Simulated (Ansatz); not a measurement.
## BN, space group Pnma: a band structure, step by step

Computed with the Python package of Ansatz (0.2.0).

Interactive session:
```pycon
>>> from pathlib import Path
>>> import warnings
>>> import ansatz as az
>>> from ase.io.cube import read_cube_data
>>> from ase.units import Bohr
>>> import numpy as np
>>> from pymatgen.core import Structure
>>> warnings.simplefilter("ignore", az.DeckWarning)
>>> lattice = az.Lattice.of(
...     [4.880089, 0.0, 0.0],
...     [0.0, 2.591464, 0.0],
...     [0.0, 0.0, 4.292049],
... )
>>> sites = [
...     ("B", [0.659587, 0.75, 0.092904]),
...     ("B", [0.840413, 0.25, 0.592904]),
...     ("B", [0.159587, 0.75, 0.407096]),
...     ("B", [0.340413, 0.25, 0.907096]),
...     ("N", [0.82113, 0.75, 0.393514]),
...     ("N", [0.17887, 0.25, 0.606486]),
...     ("N", [0.67887, 0.25, 0.893514]),
...     ("N", [0.32113, 0.75, 0.106486]),
... ]
>>> xtal = az.Crystal(lattice=lattice)
>>> for symbol, position in sites:
...     xtal = xtal.atom(symbol, position)
...
>>> len(xtal.resolved().sites)
8
>>> # vertices of the path, as fractions of the reciprocal vectors
>>> path = [
...     ("G", (0.0, 0.0, 0.0)),
...     ("X", (0.5, 0.0, 0.0)),
...     ("S", (0.5, 0.5, 0.0)),
...     ("Y", (0.0, 0.5, 0.0)),
...     ("G", (0.0, 0.0, 0.0)),
...     ("Z", (0.0, 0.0, 0.5)),
... ]
>>> calculation = xtal.calculation()
>>> calculation = calculation.functional("PBEsol")
>>> calculation = calculation.pseudopotentials("paw").basis(16 * az.Ha)
>>> calculation = calculation.kpoints(mesh=(4, 8, 6)).occupations("fixed")
>>> calculation = calculation.band_structure([point for _, point in path], intervals=6)
>>> calculation = calculation.scf(extra_bands=6)
>>> calculation = calculation.density()
>>> calculation = calculation.output_files(volumetric_format=["cube", "npy"])
>>> outcome = calculation.run()
>>> data = outcome.report
>>> outcome.unlabelled_reasons
['no_forces']
>>> data["kweights"]
[0.005208333333333333, 0.010416666666666666, 0.010416666666666666, 0.005208333333333333, 0.010416666666666666, 0.020833333333333332, 0.020833333333333332, 0.010416666666666666, 0.010416666666666666, 0.020833333333333332, 0.020833333333333332, 0.010416666666666666, 0.010416666666666666, 0.020833333333333332, 0.020833333333333332, 0.010416666666666666, 0.005208333333333333, 0.010416666666666666, 0.010416666666666666, 0.005208333333333333, 0.010416666666666666, 0.020833333333333332, 0.020833333333333332, 0.010416666666666666, 0.020833333333333332, 0.041666666666666664, 0.041666666666666664, 0.020833333333333332, 0.020833333333333332, 0.041666666666666664, 0.041666666666666664, 0.020833333333333332, 0.020833333333333332, 0.041666666666666664, 0.041666666666666664, 0.020833333333333332, 0.010416666666666666, 0.020833333333333332, 0.020833333333333332, 0.010416666666666666, 0.005208333333333333, 0.010416666666666666, 0.010416666666666666, 0.005208333333333333, 0.010416666666666666, 0.020833333333333332, 0.020833333333333332, 0.010416666666666666, 0.010416666666666666, 0.020833333333333332, 0.020833333333333332, 0.010416666666666666, 0.010416666666666666, 0.020833333333333332, 0.020833333333333332, 0.010416666666666666, 0.005208333333333333, 0.010416666666666666, 0.010416666666666666, 0.005208333333333333]
>>> print("%-22s %14.5f eV" % ("F = E - TS", data["free_energy_ev"]))
F = E - TS                -2133.57284 eV
>>> print("%-22s %14.5f eV" % ("E", data["internal_energy_ev"]))
E                         -2133.57284 eV
>>> print("%-22s %14.5f eV" % ("Harris-Foulkes", data["harris_foulkes_ev"]))
Harris-Foulkes            -2133.57284 eV
>>> print("%-22s %14.5f eV" % ("Fermi level", data["fermi_energy_ev"]))
Fermi level                   8.84468 eV
>>> final = Structure(outcome.lattice.cell_ang, [s.symbol for s in outcome.lattice.sites], [s.position_frac for s in outcome.lattice.sites])
>>> # count neighbours out to a fixed multiple of the shortest distance
>>> for index, (site, neighbours) in enumerate(zip(final, final.get_all_neighbors(5.5))):
...     first = min(n.nn_distance for n in neighbours)
...     shell = [n for n in neighbours if n.nn_distance < 1.1 * first]
...     mean = sum(n.nn_distance for n in shell) / len(shell)
...     print(f"atom {index} {site.specie.symbol}: {len(shell)} neighbours within 1.1 of the shortest distance, mean {mean:.3f} A")
...
atom 0 B: 4 neighbours within 1.1 of the shortest distance, mean 1.569 A
atom 1 B: 4 neighbours within 1.1 of the shortest distance, mean 1.569 A
atom 2 B: 4 neighbours within 1.1 of the shortest distance, mean 1.569 A
atom 3 B: 4 neighbours within 1.1 of the shortest distance, mean 1.569 A
atom 4 N: 4 neighbours within 1.1 of the shortest distance, mean 1.569 A
atom 5 N: 4 neighbours within 1.1 of the shortest distance, mean 1.569 A
atom 6 N: 4 neighbours within 1.1 of the shortest distance, mean 1.569 A
atom 7 N: 4 neighbours within 1.1 of the shortest distance, mean 1.569 A
>>> # cube files hold the density in electrons per cubic bohr
>>> folder = Path(outcome.write_results("cubes"))
>>> print("\n".join((folder / "rho.cube").read_text().splitlines()[: 6 + 6]))
ansatz rho
values in e/bohr^3 (x slowest, z fastest)
    8    0.000000    0.000000    0.000000
   36    0.256168    0.000000    0.000000
   18    0.000000    0.272064    0.000000
   30    0.000000    0.000000    0.270360
    5    5.000000    6.082732    3.672868    0.753525
    5    5.000000    7.750315    1.224289    4.808924
    5    5.000000    1.471716    3.672868    3.301873
    5    5.000000    3.139299    1.224289    7.357272
    7    7.000000    7.572487    3.672868    3.191712
    7    7.000000    1.649545    1.224289    4.919085
>>> values, cube_atoms = read_cube_data(str(folder / "rho.cube"))
>>> print("electrons from the file:", round(values.mean() * cube_atoms.get_volume() / Bohr ** 3, 3))
electrons from the file: 32.0
>>> bands = outcome.band_structure()
>>> fermi = bands.fermi_energy_ev
>>> print(f"zero of the bands: {fermi:.3f} eV, the Fermi level found on the SCF mesh")
zero of the bands: 8.845 eV, the Fermi level found on the SCF mesh
>>> for spin, channel in enumerate(bands.channels):
...     print("channel", spin, "- computed levels within 4 eV of the Fermi level")
...     for i, (label, _) in enumerate(path):
...         levels = channel.eigenvalues_ev[i * 6] - fermi
...         print(f"  {label:3s}", " ".join(f"{e:7.3f}" for e in levels if abs(e) < 4))
...
channel 0 - computed levels within 4 eV of the Fermi level
  G    -2.634  -2.433  -0.965  -0.333  -0.208   0.000
  X    -2.854  -2.854  -1.202  -1.202  -0.736  -0.736
  S    -2.791  -2.791  -2.791  -2.791
  Y    -2.166  -2.166
  G    -2.634  -2.433  -0.965  -0.333  -0.208   0.000
  Z    -3.538  -3.538  -1.492  -1.492  -1.368  -1.368
```

Reading the output:
- Total energies depend on the potentials; only differences at equal settings carry meaning. A total without «per atom» is that of the cell as typed.
- With fixed filling the reported Fermi level is the top filled level among the k-points of the SCF.
- An absolute Fermi energy rests on an arbitrary zero of the periodic potential and has no direct meaning.
- The fields are valence quantities on the plane-wave grid; their values near the nuclei depend on the potentials.
- This cell is a computed structure, which may not be the phase found in nature.
- Gaps and levels are Kohn-Sham values on a finite set of k-points.
- Hardware and time: 7 s on 1 thread of Intel(R) Xeon(R) Processor @ 2.30GHz, on a shared host, peak memory 0.57 GiB.
